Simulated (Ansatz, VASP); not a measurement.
NaCl in VASP and in Ansatz

```
CELL_PARAMETERS angstrom
4.57956 0.00000 0.00000
0.00000 5.57722 0.00000
-2.09341 0.00000 4.14229
ATOMIC_POSITIONS crystal
Na 0.33030 0.75000 0.17273
Na 0.66970 0.25000 0.82727
Cl 0.67134 0.75000 0.82411
Cl 0.32866 0.25000 0.17589
```

Change from the starting cell: the structure that the rattled cell fell into.

Alike in both runs: task single point; functional PBE; dispersion D3(BJ); k mesh 4 × 4 × 4; occupations gaussian, width 0.1 eV; no spin polarisation.

|  | VASP | Ansatz |
| --- | --- | --- |
| version | VASP 6.6.1 | Ansatz 0.2.0 |
| potentials or method | VASP PAW PBE potentials, release 64 (Na_pv, Cl) | scalar-relativistic, plane waves, PAW |
| plane-wave cutoff (eV) | 520 | 420 |
| valence electrons in the cell | 28 | 32 |

|  | VASP | Ansatz | Ansatz less VASP |
| --- | --- | --- | --- |
| gap on the k mesh at the Fermi level (eV) | 4.86 | 4.86 | +0.001 |
| least direct gap on the mesh (eV) | 4.86 | 4.86 | +0.001 |
| pressure (GPa) | 0.0 | 0.0 | +0.02 |

The two sets of potentials don't hold the same shells in valence.
